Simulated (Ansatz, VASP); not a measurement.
# KF (Carobbiite) in VASP and in Ansatz

```xyz
2
Lattice="0.0000 2.6719 2.6719 2.6719 0.0000 2.6719 2.6719 2.6719 0.0000" Properties=species:S:1:pos:R:3 pbc="T T T"
K     0.0000    0.0000    0.0000
F     2.6719    2.6719    2.6719
```

Alike in both runs: functional PBE; k mesh 6 × 6 × 6; occupations fermi-dirac, width 0.02 eV; no spin polarisation.

Ansatz relaxed the structure, and its values are those at the end. VASP's run is a single point on that final structure, the one shown.

```csv
,VASP,Ansatz
version,VASP 6.6.1,Ansatz 0.2.0
potentials or method,"VASP PAW PBE potentials, release 64 (K_sv, F)","plane-wave PAW, scalar-relativistic"
plane-wave cutoff (eV),520,420
valence electrons in the cell,16,16
```

|  | VASP | Ansatz | Ansatz less VASP |
| --- | --- | --- | --- |
| gap on the k mesh at the Fermi level (eV) | 6.17 | 6.18 | +0.016 |
| pressure (GPa) | 1.4 | 1.4 | -0.04 |

Ansatz warned: «stress_scf_threshold_loose».
